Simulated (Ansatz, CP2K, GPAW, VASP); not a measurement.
## Sb: programs and potentials compared

```
Sb
1.0
     3.16000    0.00000    0.00000
     0.00000    3.16000    0.00000
     0.00000    0.00000    3.16000
Sb
1
Cartesian
  0.0000 0.0000 0.0000
```

This isn't the form of Sb at room conditions, which is rhombohedral.

Alike in all runs: task single point; functional LDA; k mesh 8 × 8 × 8; occupations gaussian, width 0.1 eV; no spin polarisation; no spin-orbit coupling. LDA stands for any of its common fits. Pressure is positive in compression and, in plane waves, holds the error of the finite cutoff.

```csv
program and potentials,plane-wave cutoff (eV),notes,band gap (eV),pressure (GPa)
"GPAW, the program's PAW data sets (release 1.2.1) made for this functional",600,15 valence electrons an atom on average,no gap,-5.96
"VASP, LDA PAW files Sb, 520 eV",520,5 valence electrons an atom on average,no gap,-5.61
"CP2K, GTH_POTENTIALS Sb GTH-PADE-q5; TZVP-MOLOPT-PBE-GTH basis",-,atomic basis; 5 valence electrons an atom on average,no gap,-5.28
"Ansatz, all-electron LAPW, scalar-relativistic",-,-,?,?
```

Question: Estimate from the other rows what the run with Ansatz, all-electron LAPW, scalar-relativistic gave.

Answer: No band gap; pressure -5.69 GPa. The other rows, which needn't bracket it: pressure -5.96 to -5.28.
